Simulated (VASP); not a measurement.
Calculation: PBEsol GGA, VASP's PBE PAW potentials (set 64) (plane waves; VASP).

VASP input:

INCAR:
```
! general
SYSTEM = MgF2
PREC   = Accurate
ENCUT  = 530
LREAL  = .FALSE.
LASPH  = .TRUE.

! electronic loop
EDIFF  = 1E-6
NELM   = 100
ALGO   = Normal

! smearing
ISMEAR = 0
SIGMA  = 0.05

! functional
GGA    = PS

! ions
IBRION = 2
NSW    = 60
ISIF   = 3
EDIFFG = -0.02

! output
LWAVE  = .FALSE.
LCHARG = .FALSE.
```

**POSCAR**
```
MgF2
1.0
  4.6200000000   0.0000000000   0.0000000000
  0.0000000000   4.6200000000   0.0000000000
  0.0000000000   0.0000000000   3.0500000000
Mg F
2 4
direct
  0.0000000000   0.0000000000   0.0000000000
  0.5000000000   0.5000000000   0.5000000000
  0.3030000000   0.3030000000   0.0000000000
  0.8030000000   0.1970000000   0.5000000000
  0.1970000000   0.8030000000   0.5000000000
  0.6970000000   0.6970000000   0.0000000000
```

KPOINTS:
```
Automatic mesh
0
Gamma
5 5 7
0 0 0
```

POTCAR, in this order: Mg F (PBE.64 set). Program: vasp_std.

The resulting files:

OUTCAR:
```
 ion  position               nearest neighbor table
   1  0.000  0.000  0.000-   3 1.98   6 1.98   5 2.00   4 2.00   4 2.00   5 2.00   2 3.61   2 3.61
                             2 3.61   2 3.61   2 3.61   2 3.61   2 3.61   2 3.61
   2  0.500  0.500  0.500-   4 1.98   5 1.98   3 2.00   6 2.00   3 2.00   6 2.00   1 3.61   1 3.61
                             1 3.61   1 3.61   1 3.61   1 3.61   1 3.61   1 3.61
   3  0.303  0.303  0.000-   1 1.98   2 2.00   2 2.00
   4  0.803  0.197  0.500-   2 1.98   1 2.00   1 2.00
   5  0.197  0.803  0.500-   2 1.98   1 2.00   1 2.00
   6  0.697  0.697  0.000-   1 1.98   2 2.00   2 2.00
  LATTYP: Found a simple tetragonal cell.
 ALAT       =     4.6200000000
 C/A-ratio  =     0.6601731602
 Subroutine PRICEL returns:
 Original cell was already a primitive cell.
 Subroutine GETGRP returns: Found 16 space group operations
The static configuration has the point symmetry D_2h.
 The point group associated with its full space group is D_4h.
The dynamic configuration has the point symmetry D_2h.
 Subroutine INISYM returns: Found 16 space group operations
 Subroutine IBZKPT returns following result:
 Found     24 irreducible k-points:

 Following reciprocal coordinates:
            Coordinates               Weight
  0.000000  0.000000  0.000000      1.000000
  0.200000  0.000000  0.000000      4.000000
  0.400000  0.000000  0.000000      4.000000
  0.200000  0.200000  0.000000      4.000000
  0.400000  0.200000  0.000000      8.000000
  0.400000  0.400000  0.000000      4.000000
  0.000000  0.000000  0.142857      2.000000
  0.200000  0.000000  0.142857      8.000000
  0.400000  0.000000  0.142857      8.000000
  0.200000  0.200000  0.142857      8.000000
  0.400000  0.200000  0.142857     16.000000
  0.400000  0.400000  0.142857      8.000000
  0.000000  0.000000  0.285714      2.000000
  0.200000  0.000000  0.285714      8.000000
  0.400000  0.000000  0.285714      8.000000
  0.200000  0.200000  0.285714      8.000000
  0.400000  0.200000  0.285714     16.000000
  0.400000  0.400000  0.285714      8.000000
  0.000000  0.000000  0.428571      2.000000
  0.200000  0.000000  0.428571      8.000000
  0.400000  0.000000  0.428571      8.000000
  0.200000  0.200000  0.428571      8.000000
  0.400000  0.200000  0.428571     16.000000
  0.400000  0.400000  0.428571      8.000000
   k-points           NKPTS =     24   k-points in BZ     NKDIM =     24   number of bands    NBANDS=     20
   number of dos      NEDOS =    301   number of ions     NIONS =      6
   total plane-waves  NPLWV =  31104
   dimension x,y,z NGX =    36 NGY =   36 NGZ =   24
   dimension x,y,z NGXF=    72 NGYF=   72 NGZF=   48
   ions per type =               2   4
   PREC   = accura    normal or accurate (medium, high low for compatibility)
   ISTART =      0    job   : 0-new  1-cont  2-samecut
   ICHARG =      2    charge: 1-file 2-atom 10-const
   ISPIN  =      1    spin polarized calculation?
   LNONCOLLINEAR =      F non collinear calculations
   LSORBIT =      F    spin-orbit coupling
   INIWAV =      1    electr: 0-lowe 1-rand  2-diag
   ENCUT  =  530.0 eV  38.95 Ry    6.24 a.u.   8.67  8.67  5.73*2*pi/ulx,y,z
   NELM   =    100;   NELMIN=  2; NELMDL= -5     # of ELM steps
   EDIFF  = 0.1E-05   stopping-criterion for ELM
   LREAL  =      F    real-space projection
   NLSPLINE    = F    spline interpolate recip. space projectors
   LMAXMIX     =    2 max onsite mixed and CHGCAR
   VOSKOWN=      0    Vosko Wilk Nusair interpolation
   EDIFFG = -.2E-01   stopping-criterion for IOM
   NSW    =     60    number of steps for IOM
   NBLOCK =      1;   KBLOCK =     60    inner block; outer block
   IBRION =      2    ionic relax: 0-MD 1-quasi-New 2-CG
   NFREE  =      1    steps in history (QN), initial steepest desc. (CG)
   ISIF   =      3    stress and relaxation
   ISYM   =      2    0-nonsym 1-usesym 2-fastsym
...
```

### OSZICAR
```
       N       E                     dE             d eps       ncg     rms          rms(c)
DAV:   1     0.203737759248E+03    0.20374E+03   -0.18537E+04   984   0.153E+03
DAV:   2    -0.252755057676E+02   -0.22901E+03   -0.22001E+03  1280   0.340E+02
DAV:   3    -0.346846039655E+02   -0.94091E+01   -0.93853E+01  1132   0.721E+01
DAV:   4    -0.347461842182E+02   -0.61580E-01   -0.61569E-01  1072   0.669E+00
DAV:   5    -0.347465611198E+02   -0.37690E-03   -0.37689E-03  1112   0.530E-01    0.900E+00
DAV:   6    -0.325830037319E+02    0.21636E+01   -0.90483E+00  1096   0.230E+01    0.296E+00
DAV:   7    -0.325824034849E+02    0.60025E-03   -0.86400E-02  1032   0.229E+00    0.183E+00
DAV:   8    -0.325981643424E+02   -0.15761E-01   -0.40802E-02  1088   0.247E+00    0.161E-01
DAV:   9    -0.325988481680E+02   -0.68383E-03   -0.27205E-03  1116   0.389E-01    0.694E-02
DAV:  10    -0.325990105216E+02   -0.16235E-03   -0.19693E-04  1056   0.121E-01    0.104E-02
DAV:  11    -0.325990118532E+02   -0.13317E-05   -0.17656E-05  1084   0.345E-02    0.616E-03
DAV:  12    -0.325990120346E+02   -0.18134E-06   -0.62404E-06  1088   0.201E-02
   1 F= -.32599012E+02 E0= -.32599012E+02  d E =-.325990E+02
       N       E                     dE             d eps       ncg     rms          rms(c)
DAV:   1    -0.326051512332E+02   -0.61394E-02   -0.11190E-01  1036   0.317E+00    0.609E-01
DAV:   2    -0.325995431731E+02    0.56081E-02   -0.24694E-02  1092   0.127E+00    0.764E-02
DAV:   3    -0.325994688014E+02    0.74372E-04   -0.19219E-04  1012   0.122E-01    0.376E-02
DAV:   4    -0.325994335294E+02    0.35272E-04   -0.30194E-05  1124   0.574E-02    0.453E-03
DAV:   5    -0.325994331224E+02    0.40709E-06   -0.12461E-06   632   0.967E-03
   2 F= -.32599433E+02 E0= -.32599433E+02  d E =-.421088E-03
```

### OUTCAR
```
------------------------ aborting loop because EDIFF is reached ----------------------------------------
  FORCE on cell =-STRESS in cart. coord.  units (eV):
  Direction    XX          YY          ZZ          XY          YZ          ZX
  --------------------------------------------------------------------------------------
  Total        0.0090622      0.0090622      0.0072325     -0.0000000      0.0000000      0.0000000
  in kB        0.2221172      0.2221172      0.1772709     -0.0000000      0.0000000      0.0000000
  external PRESSURE =       0.2071684 kB  Pullay stress =       0.0000000 kB
  volume of cell :       65.37
      direct lattice vectors                 reciprocal lattice vectors
     4.625921069  0.000000000  0.000000000     0.216173165  0.000000000  0.000000000
     0.000000000  4.625921069  0.000000000     0.000000000  0.216173165  0.000000000
     0.000000000  0.000000000  3.054667621     0.000000000  0.000000000  0.327367859
 POSITION                                       TOTAL-FORCE (eV/Angst)
 -----------------------------------------------------------------------------------
      4.62592      0.00000      0.00000         0.000000      0.000000      0.000000
      2.31296      2.31296      1.52733         0.000000      0.000000      0.000000
      1.40206      1.40206      3.05467         0.008390      0.008390      0.000000
      3.71502      0.91090      1.52733         0.008390     -0.008390      0.000000
      0.91090      3.71502      1.52733        -0.008390      0.008390      0.000000
      3.22386      3.22386      0.00000        -0.008390     -0.008390     -0.000000
 -----------------------------------------------------------------------------------
    total drift:                                0.000000      0.000000     -0.000000
  FREE ENERGIE OF THE ION-ELECTRON SYSTEM (eV)
  ---------------------------------------------------
  free  energy   TOTEN  =       -32.5994331224 eV

  energy  without entropy=      -32.5994331224  energy(sigma->0) =      -32.59943312

 reached required accuracy - stopping structural energy minimisation
```
(Selected blocks of OUTCAR.)

File CONTCAR:
```
MgF2
   1.00000000000000
     4.6259210694576076    0.0000000000000000    0.0000000000000000
     0.0000000000000000    4.6259210694576076    0.0000000000000000
     0.0000000000000000    0.0000000000000000    3.0546676211469466
  Mg              F
     2     4
Direct
     1.0000000000000000    0.0000000000000000    0.0000000000000000
     0.5000000000000000    0.5000000000000000    0.5000000000000000
     0.3030869103481709    0.3030869103481709    1.0000000000000000
     0.8030869103481708    0.1969130896518291    0.5000000000000000
     0.1969130896518291    0.8030869103481708    0.5000000000000000
     0.6969130896518292    0.6969130896518292    0.0000000000000000
```

The compound is MgF2 in the rutile structure. This run relaxes it. Symmetry was kept, so distortions that lower it aren't found. The start is the result of an earlier pass.
